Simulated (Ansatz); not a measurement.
## H-BN-H chair monolayer in a perpendicular field

Aim: how the H-BN-H chair monolayer screens a field along its normal, and what the field does to its bands. A positive field points along +c.

Program: Ansatz 0.2.0. Level of theory: plane-wave DFT, PBE-D3(BJ), Ansatz PAW (set soft_1); PAW set soft_1. Results are calculated unless marked as measured.

Most raw output is cut from this account.

## Step 1: Starting point

The cell holds 4 atoms: 2 H, 1 N and 1 B. Cell: a = 2.557 Å, b = 2.557 Å, c = 36.387 Å, α = 90.0°, β = 90.0°, γ = 120.0°. Vacuum lies along c.

## Step 2: Relaxing the slab

The starting cell is a guess, so the in-plane lattice and the atoms are relaxed first, with the slab cut off from its images along the normal.

input.yaml

```yaml
crystal:
  lattice:
    - [2.5575, 0.0, 0.0]
    - [-1.27875, 2.2148599702, 0.0]
    - [0.0, 0.0, 36.3866666671]
  atoms:
    - { symbol: H, position: [0.6666666667, 0.3333333333, 0.4630817149] }
    - { symbol: "N", position: [0.6666666667, 0.3333333333, 0.4911139612] }
    - { symbol: B, position: [0.3333333333, 0.6666666667, 0.5053133016] }
    - { symbol: H, position: [0.3333333333, 0.6666666667, 0.5369182851] }
  periodic: [true, true, false]
kpoints:
  mp_grid: { grid: [12, 12, 1] }
hamiltonian:
  xc: pbe
  dispersion: d3bj
  pseudopotentials: { kind: paw, azcp: { folder: soft_1 } }
scf:
  occupations: { method: fermi_dirac, width: 0.05 }
  convergence: { dr2_threshold: 1.0e-09 }
relax:
  f_tol: 0.004
  max_steps: 90
  cell: {}
output:
  write_potential: true
  write_density: true
  volumetric_format: npy
```

Started as:

```sh
$ ansatz run input.yaml --threads 2 --pin off --max-ram 3072MiB --backend cpu --events-out ev --progress --plain --runs-dir out
```

Wall time 19 s (2 threads of Arm Neoverse V1, shared host); peak memory 0.39 GiB.

Step by step:

```
step  energy less that of the first step (eV)  largest force component (eV/Å)  volume (Å³)
   1                                   0.0000                          1.2248       206.11
   2                                  -0.0334                          0.3843       208.21
   3                                  -0.0381                          0.0328       209.93
   4                                  -0.0381                          0.0035       210.15
  5*                                  -0.0396                          0.0043       210.15
   6                                  -0.0395                          0.0027       210.27
  7*                                  -0.0396                          0.0027       210.27
```

Relaxation steps marked * repeat the geometry before them on a plane-wave basis chosen anew for their cell, so energy and pressure can jump there.

The run keeps the 6 symmetry operations that it works with, so distortions that break them were not tested.

| cell as run | before | after | change |
| --- | --- | --- | --- |
| a (Å) | 2.557 | 2.583 | +1.0 % |
| b (Å) | 2.557 | 2.583 | +1.0 % |

The atoms that moved most (Å, along periodic axes as changes of fractional coordinates times the final cell, across vacuum about the mean position):

| atom | dx | dy | dz | length |
| --- | --- | --- | --- | --- |
| H4 | 0.000 | 0.000 | 0.039 | 0.039 |
| H1 | 0.000 | 0.000 | -0.022 | 0.022 |
| B3 | 0.000 | 0.000 | -0.009 | 0.009 |
| N2 | 0.000 | 0.000 | -0.008 | 0.008 |

Final coordinates:

```xyz
4
Lattice="2.5832 0.0000 0.0000 -1.2916 2.2371 0.0000 0.0000 0.0000 36.3867" Properties=species:S:1:pos:R:3
H     1.2916    0.7457   16.8278
N     1.2916    0.7457   17.8622
B     0.0000    1.4914   18.3780
H     0.0000    1.4914   19.5753
```

This step gave:

* gap on the k-mesh: 2.844 eV

The lattice constant a goes from 2.557 to 2.583 Å.

## Step 3: Atoms held, field 0

A sawtooth potential applies the field, turning back in the middle of the vacuum. With the dipole correction the typed value is the field outside the slab. The induced dipole is small, so the SCF threshold is tight.

The cell differs from the one that the last finished run ended in (c 36.387 → 20.748 Å).

input.yaml

```yaml
crystal:
  lattice:
    - [2.5831506808, 0.0, 0.0]
    - [-1.2915753404, 2.2370741114, 0.0]
    - [0.0, 0.0, 20.747510719]
  atoms:
    - { symbol: H, position: [0.6666666667, 0.3333333333, 0.4337869792] }
    - { symbol: "N", position: [0.6666666667, 0.3333333333, 0.4836446413] }
    - { symbol: B, position: [0.3333333333, 0.6666666667, 0.5085067924] }
    - { symbol: H, position: [0.3333333333, 0.6666666667, 0.5662130208] }
kpoints:
  mp_grid: { grid: [18, 18, 1] }
  band_path:
    path: [[0, 0, 0], [0.5, 0, 0], [0.33333333, 0.33333333, 0], [0, 0, 0]]
    npoints: 16
hamiltonian:
  xc: pbe
  dispersion: d3bj
  pseudopotentials: { kind: paw, azcp: { folder: soft_1 } }
scf:
  occupations: { method: fermi_dirac, width: 0.02585 }
  convergence: { dr2_threshold: 1.0e-10 }
efield:
  axis: 3
  dipole_correction: true
  ramp_position: 0.97
  ramp_width: 0.06
  amplitude: 0
output:
  dos: { projected: true, e_range: [-6, 5] }
  write_potential: true
  write_density: true
  volumetric_format: npy
  elf: true
```

Run time: 5.8 s. Hardware: 2 threads; peak memory 0.37 GiB.

Numbers from this step:

| Property | Result |
| --- | --- |
| gap on the k-mesh | 2.847 eV |
| dipole along the normal | -0.1418 e·Å |
| gap along the path | 2.847 eV |
| smallest direct gap along the path | 2.847 eV |
| step between the vacuum levels | 4.440 eV |
| ionisation energy, upper face | 8.198 eV |
| electron affinity, upper face | 5.351 eV |
| ionisation energy, lower face | 3.758 eV |
| gap, the smaller of path and mesh | 2.847 eV |

Running mean over a fixed 2.7 Å (it still follows the layers) of the planar mean; the ramp of the sawtooth is left out. The electron's electrostatic potential energy less the Fermi level by z:

z (Å), electron's electrostatic potential energy less the Fermi level (eV) and a bar from the least value:
```
      3.0       2.33 ####################
      3.5       2.33 ####################
      4.0       2.33 ####################
      4.5       2.33 ####################
      5.0       2.33 ####################
      5.5       2.33 ####################
      6.0       2.32 ####################
      6.5       2.30 ####################
      7.0       2.22 ###################
      7.5       1.87 ###################
      8.0       1.21 #################
      8.5      -0.20 ##############
      9.0      -3.27 #######
      9.5      -5.73 #
     10.0      -6.17 
     10.5      -5.57 #
     11.0      -4.35 ####
     11.5      -1.20 ############
     12.0       2.69 #####################
     12.5       4.99 ##########################
     13.0       5.89 ############################
     13.5       6.57 ##############################
     14.0       6.73 ##############################
     14.5       6.76 ##############################
     15.0       6.77 ##############################
     15.5       6.77 ##############################
     16.0       6.77 ##############################
     16.5       6.77 ##############################
     17.0       6.77 ##############################
     17.5       6.77 ##############################
```

The density of states has structure finer than the step of the table below, so its rows give means over 0.25 eV, whole bins alone (the curve runs from -6 to 3.4 eV). Peaks (eV: height): -2.720: 1.81, -2.090: 11.0.

Table of density of states by energy, zero at the Fermi level of the run, which the smearing sets inside the gap; means over each step:

| energy (eV) | density of states (states/eV a cell) |
| --- | --- |
| -5.75 | 0.472 |
| -5.50 | 0.485 |
| -5.25 | 0.501 |
| -5.00 | 0.522 |
| -4.75 | 0.542 |
| -4.50 | 0.589 |
| -4.25 | 0.671 |
| -4.00 | 0.806 |
| -3.75 | 0.994 |
| -3.50 | 0.715 |
| -3.25 | 0.666 |
| -3.00 | 0.914 |
| -2.75 | 1.03 |
| -2.50 | 1.18 |
| -2.25 | 1.92 |
| -2.00 | 4.85 |
| -1.75 | 0.440 |
| -1.50 | 0.192 |
| -1.25 | 0 |
| -1.00 | 0 |
| -0.75 | 0 |
| -0.50 | 0 |
| -0.25 | 0 |
| 0.00 | 0 |
| 0.25 | 0 |
| 0.50 | 0 |
| 0.75 | 0 |
| 1.00 | 0 |
| 1.25 | 0 |
| 1.50 | 0.214 |
| 1.75 | 0.299 |
| 2.00 | 0.304 |
| 2.25 | 0.311 |
| 2.50 | 0.308 |
| 2.75 | 0.323 |
| 3.00 | 0.555 |
| 3.25 | 0.578 |

Projected DOS per atom over height of the atomic layer and energy from the Fermi level. Layers: H N B H from below.

Ten even steps from '0' (0.00 states/eV) to '9' (1.38 states/eV), each cell a mean:
```
0000
0000
0000
0000
0000
0000
0000
0000
0000
0000
0000
0100
0398
1333
0211
0310
0410
0410
0310
0210
0200
0200
```
Columns: height of the atomic layer (Å) from 9 to 11.7 (not evenly spaced); rows upwards: energy from the Fermi level (eV) from -5.96 to 3.4.

Electronic bands along the path, in eV, zero at the Fermi level of the run, which the smearing sets inside the gap:

| point | band 2 | band 3 | band 4 | band 5 | band 6 | band 7 | band 8 | band 9 |
| --- | --- | --- | --- | --- | --- | --- | --- | --- |
| Γ | -9.68 | -3.13 | -1.43 | -1.43 | 1.42 | 2.86 | 4.30 | 5.97 |
| halfway | -8.70 | -5.36 | -2.77 | -2.42 | 2.89 | 4.63 | 6.00 | 7.45 |
| M | -9.21 | -6.98 | -3.78 | -2.10 | 6.02 | 7.36 | 8.16 | 9.67 |
| halfway | -8.82 | -6.83 | -5.32 | -1.98 | 6.80 | 7.62 | 9.13 | 10.51 |
| K | -7.94 | -7.34 | -6.52 | -1.86 | 7.44 | 8.06 | 9.54 | 10.72 |
| halfway | -8.43 | -5.74 | -3.78 | -2.25 | 3.38 | 5.23 | 6.58 | 8.01 |
| Γ | -9.68 | -3.13 | -1.43 | -1.43 | 1.42 | 2.86 | 4.30 | 5.97 |

ELF in the ca plane at fractional y = 0.333, with atoms of H and N within 0.2 Å of it. It is the smooth field of the valence electrons, not physical close to the nuclei.

Ten even steps from '0' (0.00) to '9' (0.99), each cell a mean:
```
00000000000000014787678731210000000000000000
00000000000000037999745630000000000000000000
00000000000000148999713630000000000000000000
00000000000000026999756730000000000000000000
00000000000000013565678632332000000000000000
00000000000000000011245435775200000000000000
00000000000000000000123237886300000000000000
00000000000000000122356435764100000000000000
```
Columns run along c (16.0 Å, from fractional 0.11 to 0.88 of the cell), rows up along a (2.6 Å). Atoms in or near the plane, at fractional coordinates: H at (0.43, 0.67), N at (0.48, 0.67).

Valence density in the ca plane at fractional y = 0.333, with atoms of H and N within 0.2 Å of it. It is the smooth field of the valence electrons, not physical close to the nuclei.

Values in e/Å³, 5 rows by 16 columns, each cell a mean:
```
0.0 0.0 0.0 0.0 0.0 0.0 0.0 0.4 1.8 0.8 0.1 0.0 0.0 0.0 0.0 0.0
0.0 0.0 0.0 0.0 0.0 0.0 0.0 1.0 2.9 1.2 0.0 0.0 0.0 0.0 0.0 0.0
0.0 0.0 0.0 0.0 0.0 0.0 0.0 0.3 1.6 0.8 0.1 0.0 0.0 0.0 0.0 0.0
0.0 0.0 0.0 0.0 0.0 0.0 0.0 0.1 0.4 0.4 0.2 0.0 0.0 0.0 0.0 0.0
0.0 0.0 0.0 0.0 0.0 0.0 0.0 0.1 0.4 0.4 0.2 0.0 0.0 0.0 0.0 0.0
```
Columns run along c (16.0 Å, from fractional 0.07 to 0.84 of the cell), rows up along a (2.6 Å). Atoms in or near the plane, at fractional coordinates: H at (0.43, 0.67), N at (0.48, 0.67).

Electrostatic potential energy in the ca plane at fractional y = 0.333, with atoms of H and N within 0.2 Å of it. With pseudopotentials it is smooth inside the atoms' cores, unlike the true potential.

Values in eV, 5 rows by 16 columns, each cell a mean:
```
  1   1   1   1   0   0  -6 -18 -14   2   3   3   3   3   3   3
  1   1   1   1   0   0 -15 -30 -20   2   3   3   3   3   3   3
  1   1   1   1   0   0  -5 -16 -13   2   3   3   3   3   3   3
  1   1   1   1   0   0   0  -2  -8   1   3   3   3   3   3   3
  1   1   1   1   0   0   0  -2  -7   1   3   3   3   3   3   3
```
Columns run along c (16.0 Å, from fractional 0.11 to 0.88 of the cell; values clipped at the 3rd and 97th percentile), rows up along a (2.6 Å). Atoms in or near the plane, at fractional coordinates: H at (0.43, 0.67), N at (0.48, 0.67).

The gap is 2.85 eV, with the valence edge 8.20 eV and the conduction edge 5.35 eV under the upper vacuum level.

## Step 4: Single point, field 0.1 V/Å

Edit input.yaml of step 3 so:

```diff
@@ -25,7 +25,6 @@
   dipole_correction: true
-  ramp_position: 0.97
-  ramp_width: 0.06
-  amplitude: 0
+  ramp_position: 0.9041
+  ramp_width: 0.1918
+  amplitude: 0.1
 output:
-  dos: { projected: true, e_range: [-6, 5] }
   write_potential: true
@@ -33,2 +32 @@
   volumetric_format: npy
-  elf: true
```

It took 6 s on 2 threads; peak memory 0.34 GiB.

The dipole is -0.131 e·Å, 0.0110 e·Å from its value without field, and the gap 2.677 eV.

## Step 5: Atoms held, field -0.1 V/Å

Edit input.yaml of step 4 so:

```diff
@@ -27,3 +27,3 @@
   ramp_width: 0.1918
-  amplitude: 0.1
+  amplitude: -0.1
 output:
```

Elapsed: 5.8 s, on 2 threads; peak memory 0.34 GiB.

The dipole is -0.153 e·Å, -0.0109 e·Å from its value without field, and the gap 3.003 eV.

## Step 6: Response, atoms held

This step: plane-wave DFT, PBE-D3(BJ), Ansatz PAW (set soft_1); response to a field along the normal, atoms held; PAW set soft_1 (Ansatz 0.2.0).

The dipoles give the slope, and the difference of two potentials shows where the field is screened.

Numbers from this step:

| Quantity | Value |
| --- | --- |
| equivalent conductor thickness p/(ε₀AE) | 3.441 Å |
| distance between the outer atoms | 2.748 Å |

The dipole of the cell by applied field:

```
applied field (V/Å)  dipole of the cell (e·Å)
            -0.1000                    -0.153
             0.0000                    -0.142
             0.1000                    -0.131
```

Local field over the applied field, running mean. From the potentials at -0.1 and 0.1 V/Å; running mean over 2.5 Å. The local field over applied field by z:

```csv
z (Å),local field over applied field
4.03,1.000
4.32,0.999
4.75,0.999
5.04,0.998
5.48,0.994
5.76,0.990
6.05,0.984
6.48,0.965
6.77,0.943
7.06,0.908
7.49,0.822
7.78,0.740
8.21,0.596
8.50,0.501
8.79,0.408
9.22,0.273
9.51,0.215
9.80,0.179
10.23,0.150
10.52,0.153
10.95,0.203
11.24,0.267
11.53,0.355
11.96,0.488
12.25,0.568
12.54,0.658
12.97,0.800
13.26,0.878
13.69,0.950
13.98,0.974
14.26,0.987
14.70,0.996
14.98,0.998
15.27,0.999
15.70,1.000
15.99,1.000
16.43,1.00
16.71,1.00
```

Electrons, planar mean, per unit field. Table of induced electron density by z:

| z (Å) | induced electron density (e/Å³ per V/Å) |
| --- | --- |
| 4.03 | 1.4e-6 |
| 4.47 | 3.3e-6 |
| 4.90 | 8.2e-6 |
| 5.33 | 2.0e-5 |
| 5.76 | 4.6e-5 |
| 6.20 | 1.0e-4 |
| 6.63 | 2.3e-4 |
| 7.06 | 4.7e-4 |
| 7.49 | 9.5e-4 |
| 7.92 | 0.00182 |
| 8.36 | 0.00307 |
| 8.79 | 0.00364 |
| 9.22 | 9.9e-4 |
| 9.65 | -5.0e-4 |
| 10.09 | 0.00206 |
| 10.66 | -0.00240 |
| 11.09 | 0.00188 |
| 11.53 | -9.7e-4 |
| 11.96 | -0.00430 |
| 12.39 | -0.00317 |
| 12.82 | -0.00151 |
| 13.26 | -6.0e-4 |
| 13.69 | -2.2e-4 |
| 14.12 | -7.2e-5 |
| 14.55 | -2.3e-5 |
| 14.98 | -6.7e-6 |
| 15.42 | -2.0e-6 |
| 15.85 | -4.8e-7 |
| 16.28 | -2.2e-7 |
| 16.71 | 0 |

The smaller of the gaps on the path and on the k-mesh, counted as 0 under 0.03 eV; in a wide-gap layer a fall can come from a state in the tilted vacuum. Table of gap by applied field:

| applied field (V/Å) | gap (eV) |
| --- | --- |
| -0.1000 | 3.00 |
| 0.0000 | 2.85 |
| 0.1000 | 2.68 |

By hand: between -0.1 and 0.1 V/Å the dipole changes by 0.02198 e·Å, a slope of 0.1099 e·Å²/V. A perfect conductor of thickness t has p = ε₀AEt, so t = 180.95 × 0.1099 / 5.779 = 3.44 Å (e/ε₀ = 180.95 V·Å, A in Å²).

The induced dipole is that of a conductor 3.44 Å thick.

## Step 7: Outcome

| Property | Result |
| --- | --- |
| gap without field | 2.85 eV |
| ionisation energy, upper face | 8.20 eV |
| electron affinity, upper face | 5.35 eV |
| step between the vacuum levels | 4.44 eV |
| equivalent conductor thickness, atoms held | 3.44 Å |

In words: The induced dipole equals that of a perfect conductor 3.44 Å thick, while the outer atoms lie 2.75 Å apart; an out-of-plane ε follows only once a thickness t is chosen, by 1 − 1/ε = 3.44 Å / t. The two faces differ: the vacuum level above lies 4.44 eV higher than the one below. The gap goes from 2.85 eV to 3.00 eV at -0.1 V/Å. With the field reversed the gap is 2.68 eV at 0.1 V/Å. Semilocal functionals give gaps that are too small, and excitons are not included.

[Logs are printed without paths, hosts, clocks, repeated set-up lines and the standing remarks that a program may print on its own settings, such as how far it seeks lower states.]

[Hosts, paths, dates, database ids (printed as entryN), source tags and the programs' standing remarks are cut or masked in the printed files.]

[Maps of the electrostatic potential energy from Ansatz leave out the sawtooth potential of an applied field or a dipole correction, so their vacuum need not be flat; planar profiles and work functions include it.]
